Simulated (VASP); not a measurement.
# ZnS (P6_3mc) in VASP: further runs

Runs on ZnS. Level: PBEsol. Tasks: single point.

Program: VASP 6.6.1. These are calculated values, not measurements. Logs are shortened: lines on timing, memory, paths and dates and some standing lists are left out, and cuts for length are marked.

**Measured values to compare with.**

A printed reference work, monograph reports, for a bulk crystal of ZnS at 4 K: band gap 3.911 eV (direct).

How close the calculation comes is told below.

## 1. The cell of the first run

It takes space group P6_3mc (No. 186, hexagonal). The conventional cell has a = 3.811 Å, b = 3.811 Å, c = 6.234 Å, α = 90.00°, β = 90.00°, γ = 120.00°. Zn (site symmetry 3m) has 4 S at 2.31 to 2.40 Å within 3.1 Å. Within 3.1 Å of S (site symmetry 3m) lie 4 Zn at 2.31 to 2.40 Å.

## 2. Single point, PBEsol

File INCAR:

```
PREC = Accurate
ENCUT = 520
EDIFF = 1E-6
ISMEAR = -1
SIGMA = 0.03
LREAL = F
LASPH = T
NELM = 100
ALGO = Normal
ISIF = 2
LWAVE = F
LCHARG = F
GGA = PS
NBANDS = 26
```

File KPOINTS:

```
regular mesh
0
Gamma
  8 8 5
```

File POSCAR:

```
ZnS
1.0
    3.8109987816      0.0000000000      0.0000000000
   -1.9054993908      3.3004217586      0.0000000000
    0.0000000000      0.0000000000      6.2340000000
Zn S
2 2
Direct
    0.3333333333      0.6666666667      0.0000000000
    0.6666666667      0.3333333333      0.5000000000
    0.3333333333      0.6666666667      0.3850000000
    0.6666666667      0.3333333333      0.8850000000
```

Potentials or basis: VASP PAW PBE potentials, release 64 (Zn, S).

Command:

```
> cat potpaw_PBE.64/Zn/POTCAR potpaw_PBE.64/S/POTCAR > POTCAR
> mpirun -np 1 vasp_std > vasp.out
```

OUTCAR:

```text
PREC = Accurate
   ENCUT = 520
   EDIFF = 1E-6
   ISMEAR = -1
   LREAL = F
   LASPH = T
   NELM = 100
   ISIF = 2
   GGA = PS

 ion  position               nearest neighbor table
   1  0.333  0.667  0.000-   4 2.31   4 2.31   4 2.31   3 2.40
   2  0.667  0.333  0.500-   3 2.31   3 2.31   3 2.31   4 2.40
   3  0.333  0.667  0.385-   2 2.31   2 2.31   2 2.31   1 2.40
   4  0.667  0.333  0.885-   1 2.31   1 2.31   1 2.31   2 2.40

  LATTYP: Found a hexagonal cell.
 ALAT       =     3.8109987816
 C/A-ratio  =     1.6357916539

  Lattice vectors:

 A1 = (   3.8109987816,   0.0000000000,   0.0000000000)
 A2 = (  -1.9054993908,   3.3004217586,   0.0000000000)
 A3 = (   0.0000000000,   0.0000000000,   6.2340000000)

Analysis of symmetry for initial positions (statically):
=====================================================================
 Subroutine PRICEL returns:
 Original cell was already a primitive cell.

 Routine SETGRP: Setting up the symmetry group for a
 hexagonal supercell.

 Subroutine GETGRP returns: Found 12 space group operations
 (whereof  6 operations were pure point group operations)
 out of a pool of 24 trial point group operations.

The static configuration has the point symmetry C_3v.
 The point group associated with its full space group is C_6v.

Analysis of symmetry for dynamics (positions and initial velocities):
=====================================================================
 Subroutine PRICEL returns:
 Original cell was already a primitive cell.

 Routine SETGRP: Setting up the symmetry group for a
 hexagonal supercell.

 Subroutine GETGRP returns: Found 12 space group operations
 (whereof  6 operations were pure point group operations)
 out of a pool of 24 trial point group operations.

The dynamic configuration has the point symmetry C_3v.
 The point group associated with its full space group is C_6v.

 Subroutine INISYM returns: Found 12 space group operations
 (whereof  6 operations are pure point group operations),
 and found     1 'primitive' translations

----------------------------------------------------------------------------------------

                                     Primitive cell

  volume of cell :      78.4106

[... 86 lines left out ...]
   ISPIN  =      1    spin polarized calculation?
   LNONCOLLINEAR =      F non collinear calculations
   LSORBIT =      F    spin-orbit coupling
   LASPH  =      T    aspherical Exc in radial PAW
   ENCUT  =  520.0 eV  38.22 Ry    6.18 a.u.   7.09  7.09 11.59*2*pi/ulx,y,z
   NELM   =    100;   NELMIN=  2; NELMDL= -5     # of ELM steps
   EDIFF  = 0.1E-05   stopping-criterion for ELM
   LREAL  =      F    real-space projection
   EDIFFG = 0.1E-04   stopping-criterion for IOM
   NSW    =      0    number of steps for IOM
   IBRION =     -1    ionic relax: 0-MD 1-quasi-New 2-CG
   NFREE  =      0    steps in history (QN), initial steepest desc. (CG)
   ISIF   =      2    stress and relaxation
   ISYM   =      2    0-nonsym 1-usesym 2-fastsym
   POTIM  = 0.5000    time-step for ionic-motion
   TEBEG  =    0.0;   TEEND  =   0.0 temperature during run
   PSTRESS=    0.0 pullay stress
   NELECT =      36.0000    total number of electrons
   NUPDOWN=      -1.0000    fix difference up-down
   EMIN   =  10.00;   EMAX   =-10.00  energy-range for DOS
   EFERMI =   0.00;   METHOD = LEGACY
   ISMEAR =    -1;   SIGMA  =   0.03  broadening in eV -4-tet -1-fermi 0-gaus
   EFERMI_NEDOS =   21; number of points for ismear=-14 and -15
   IALGO  =     38    algorithm
   IMIX   =      4    mixing-type and parameters
     AMIX     =   0.40;   BMIX     =  1.00
     AMIX_MAG =   1.60;   BMIX_MAG =  1.00
  volume/ion in A,a.u.               =      19.60       132.29
  Fermi-wavevector in a.u.,A,eV,Ry     =   1.262944  2.386617 21.701656  1.595027
  Thomas-Fermi vector in A             =   2.396326
   LORBIT       =      0    0 simple, 1 ext, 2 COOP (PROOUT), +10 PAW based schemes
   GGA     = PS    functional components
   LHFCALC =     F    Hartree Fock is set to
   AEXX    =    0.0000 exact exchange contribution
   IVDW    =     0    specifies the selected vdW correction
   LEPSILON=     F    determine dielectric tensor
   LRPA    =     F    only Hartree local field effects (RPA)
 non-spin polarized calculation
  energy-cutoff  :      520.00
  volume of cell :       78.41
 maximum number of plane-waves:      2128
   NGX = 15   NGY = 15   NGZ = 23

 number of electron      35.9999977 magnetization

 Free energy of the ion-electron system (eV)
  ---------------------------------------------------
  ext. energy  EPLUGINS =         0.00000000
  ---------------------------------------------------
  free energy    TOTEN  =       -15.14162208 eV

  energy without entropy =      -15.14162208  energy(sigma->0) =      -15.14162208

 E-fermi :   2.6746     XC(G=0):  -9.8696

 val. band max:        2.0701282719   @ k =   0.0000   0.0000   0.0000
 cond. band min:       4.1857239278   @ k =   0.0000   0.0000   0.0000
 fundamental gap:      2.1155956559
 Fermi energy:         2.6746136101

 k-point     1 :       0.0000    0.0000    0.0000
  band No.  band energies     occupation
      1     -11.1393      2.00000
      2     -10.1982      2.00000
      3      -4.3331      2.00000
      4      -4.3331      2.00000
      5      -4.2696      2.00000
      6      -4.2696      2.00000
[... 685 lines left out ...]
     25      11.0124      0.00000
     26      11.4085      0.00000

 [... further k-points ...]

------------------------ aborting loop because EDIFF is reached ----------------------------------------

  FORCE on cell =-STRESS in cart. coord.  units (eV):
  Direction    XX          YY          ZZ          XY          YZ          ZX
  --------------------------------------------------------------------------------------
  -------------------------------------------------------------------------------------
  Total       -0.2387226     -0.2387226     -1.1435316      0.0000000     -0.0000000     -0.0000000
  in kB       -4.8778574     -4.8778574    -23.3659645      0.0000000     -0.0000000     -0.0000000
  external PRESSURE =     -11.0405598 kB  Pullay stress =       0.0000000 kB

 VOLUME and BASIS-vectors are now :
 -----------------------------------------------------------------------------
  energy-cutoff  :      520.00
  volume of cell :       78.41
      direct lattice vectors                 reciprocal lattice vectors
     3.810998782  0.000000000  0.000000000     0.262398405  0.151495789  0.000000000
    -1.905499391  3.300421759  0.000000000     0.000000000  0.302991579  0.000000000
     0.000000000  0.000000000  6.234000000     0.000000000  0.000000000  0.160410651

 POSITION                                       TOTAL-FORCE (eV/Angst)
 -----------------------------------------------------------------------------------
     -0.00000      2.20028      0.00000        -0.000000      0.000000      0.308692
      1.90550      1.10014      3.11700         0.000000      0.000000      0.308692
     -0.00000      2.20028      2.40009         0.000000      0.000000     -0.308692
      1.90550      1.10014      5.51709         0.000000      0.000000     -0.308692
 -----------------------------------------------------------------------------------
    total drift:                               -0.000000     -0.000000     -0.000101

  FREE ENERGIE OF THE ION-ELECTRON SYSTEM (eV)
  ---------------------------------------------------
  free  energy   TOTEN  =       -15.1416220761 eV

  energy  without entropy=      -15.1416220761  energy(sigma->0) =      -15.14162208
```

It took 20 s on 1 thread of Intel Xeon 6975P-C (Granite Rapids), shared host; peak memory 0.21 GiB.

Results:

```
Free energy            : -15.1416 eV
Pressure               : -1.1 GPa
Largest force          : 0.309 eV/Å
Band gap on the k mesh : 2.12 eV, direct
```

Forces in eV/Å, atoms in the order of the input:
```
Zn   0.000  0.000  0.309
Zn   0.000  0.000  0.309
S    0.000  0.000 -0.309
S    0.000  0.000 -0.309
```

Caveat: the PAW data sets were made with another functional, which shifts forces and pressure a little.

## 3. Single point, PBEsol (volume scaled by 1.01)

File INCAR:

```
PREC = Accurate ; ENCUT = 520
EDIFF = 1E-7 ; ISMEAR = -1
SIGMA = 0.03 ; LREAL = False
LASPH = True ; NELM = 60
ALGO = Normal ; ISIF = 2
LWAVE = False ; LCHARG = True
GGA = PS ; LELF = True
LVHAR = True ; NBANDS = 26
```

File KPOINTS:

```
Automatic mesh
0
Gamma
  8 8 5
```

File POSCAR:

```
ZnS
1.0
    3.8236600001      0.0000000000      0.0000000000
   -1.9118300001      3.3113866955      0.0000000000
    0.0000000000      0.0000000000      6.2547111156
Zn S
2 2
Direct
    0.3333333333      0.6666666667      0.0000000000
    0.6666666667      0.3333333333      0.5000000000
    0.3333333333      0.6666666667      0.3850000000
    0.6666666667      0.3333333333      0.8850000000
```

Potentials or basis: VASP PAW PBE potentials, release 64 (Zn, S).

Command:

```
> cat potpaw_PBE.64/Zn/POTCAR potpaw_PBE.64/S/POTCAR > POTCAR
> mpirun -np 1 vasp_std > vasp.out
```

Wall time 22 s (1 thread of Intel Xeon 6975P-C (Granite Rapids), shared host); peak memory 0.21 GiB.

The run converged. Its results:

```
Free energy            : -15.1347 eV
Pressure               : -1.8 GPa
Largest force          : 0.297 eV/Å
Band gap on the k mesh : 2.07 eV, direct
```

Forces in eV/Å, atoms in the order of the input:
```
Zn   0.000  0.000  0.297
Zn   0.000  0.000  0.297
S    0.000  0.000 -0.297
S    0.000  0.000 -0.297
```

Stress tensor (GPa, compression positive):
```
-1.24  0.00  0.00
 0.00 -1.24  0.00
 0.00  0.00 -2.94
```

Levels at points of the mesh, in eV from the valence-band top:
```csv
k point,band 16,band 17,band 18,band 19,band 20,band 21
"(0.00, 0.00, 0.00)",-0.01,-0.01,0.00,2.07,2.86,6.21
"(0.50, 0.00, 0.00)",-2.25,-1.57,-0.98,3.49,4.14,5.06
```

Caveat: the PAW data sets were made with another functional, which shifts forces and pressure a little.

## 4. Single point, PBEsol (volume scaled by 1.02)

File INCAR:

```
SYSTEM = ZnS
PREC = Accurate ; ENCUT = 520
EDIFF = 1E-6 ; ISMEAR = -1
SIGMA = 0.03 ; LREAL = .False.
LASPH = .True. ; NELM = 80
ALGO = Normal ; ISIF = 2
LWAVE = .False. ; LCHARG = .True.
GGA = PS ; LELF = .True.
LVHAR = .True. ; NBANDS = 26
```

File KPOINTS:

```
Automatic mesh
0
Gamma
  8 8 5
  0 0 0
```

File POSCAR:

```
ZnS
1.0
    3.8362379197      0.0000000000      0.0000000000
   -1.9181189598      3.3222794933      0.0000000000
    0.0000000000      0.0000000000      6.2752859714
Zn S
2 2
Direct
    0.3333333333      0.6666666667      0.0000000000
    0.6666666667      0.3333333333      0.5000000000
    0.3333333333      0.6666666667      0.3850000000
    0.6666666667      0.3333333333      0.8850000000
```

Command:

```
> cat potpaw_PBE.64/Zn/POTCAR potpaw_PBE.64/S/POTCAR > POTCAR
> mpirun -np 1 vasp_std > vasp.out
```

It took 26 s on 1 thread of Intel Xeon 6975P-C (Granite Rapids), shared host; peak memory 0.22 GiB.

Results (log left out):

* Free energy: -15.1243 eV
* Pressure: -2.5 GPa
* Largest force: 0.286 eV/Å
* Band gap on the k mesh: 2.02 eV, direct

Forces in eV/Å, atoms in the order of the input:
```
Zn   0.000  0.000  0.286
Zn   0.000  0.000  0.286
S    0.000  0.000 -0.286
S    0.000  0.000 -0.286
```

Stress tensor (GPa, compression positive):
```
-1.97  0.00  0.00
 0.00 -1.97  0.00
 0.00  0.00 -3.54
```

Levels at points of the mesh, in eV from the valence-band top:
```
           k point  band 14  band 15  band 16  band 17  band 18  band 19  band 20  band 21  band 22  band 23
(0.00, 0.00, 0.00)    -0.85    -0.85    -0.02    -0.02     0.00     2.02     2.84     6.22     6.22     6.53
(0.50, 0.00, 0.00)    -4.19    -3.12    -2.22    -1.54    -0.97     3.50     4.12     5.06     7.05     7.25
```

Caveat: the PAW data sets were made with another functional, which shifts forces and pressure a little.

## 5. The runs side by side

| cell | gap on the mesh (eV) | pressure (GPa) | largest force (eV/Å) |
| --- | --- | --- | --- |
| a = 3.811, b = 3.811, c = 6.234 Å, angles 90.0, 90.0, 120.0°, 4 atoms | 2.12 | -1.1 | 0.31 |
| a = 3.824, b = 3.824, c = 6.255 Å, angles 90.0, 90.0, 120.0°, 4 atoms | 2.07 | -1.8 | 0.30 |
| a = 3.836, b = 3.836, c = 6.275 Å, angles 90.0, 90.0, 120.0°, 4 atoms | 2.02 | -2.5 | 0.29 |

Alike in all rows: task single point; level PBEsol; potentials or basis VASP PAW PBE potentials, release 64 (Zn, S); no spin polarisation; k mesh 8 × 8 × 5; cutoff (eV) 520; smearing fermi-dirac 0.03 eV.

Caveats: the PAW data sets were made with another functional, which shifts forces and pressure a little.

Total energies depend on the potentials used, so only differences within one code and one set of settings carry meaning.

## 6. Comparison with measurements

Step 2. Against the measured gap of ZnS, 3.911 eV (direct; 4 K; a printed reference work, monograph), the calculated 2.12 eV is off by -1.80 eV. The value is that of PBEsol, without temperature or zero-point motion. Semilocal functionals fall short of measured gaps as a rule.
